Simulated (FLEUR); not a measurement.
Crystal: Ti.

```xyz
1
Lattice="0.0000 2.0300 2.0300 2.0300 0.0000 2.0300 2.0300 2.0300 0.0000" Properties=species:S:1:pos:R:3 pbc="T T T"
Ti    0.0000    0.0000    0.0000
```

This isn't the form of Ti at room conditions, which is hcp.

```yaml
Program: FLEUR MaX-R8.1 (later development tree)
Task: single point
Functional: PBE
Potentials_or_basis: all-electron
Basis: FLAPW
Kmax: 3.8 1/bohr
k_mesh: 11 × 11 × 11
Occupations: fermi-dirac, width 0.05 eV
Spin: no spin polarisation
Gmax: 11.8 1/bohr
Muffin-tin_radii: Ti 2.46 bohr
lmax: Ti 10
Local_orbitals_a_species: Ti 5
Max_iterations: 60
Mixing_factor: 0.05
Mixer: Anderson
Mixer_history: 15
Density_convergence: 1e-05 me/bohr^3
```

On this cell: band gap on the k mesh none (metal or under the smearing width).

The same run follows on a disturbed copy (cell strained at random at fixed volume):

```xyz
1
Lattice="0.0218 1.9987 2.0313 2.0065 0.0030 2.0501 2.0395 2.0505 -0.0301" Properties=species:S:1:pos:R:3 pbc="T T T"
Ti    0.0208   -0.0177   -0.0242
```

What does the disturbed cell give?

The energy (extrapolated to zero smearing) moves by +5.9 meV/atom; band gap on the k mesh none (metal or under the smearing width).
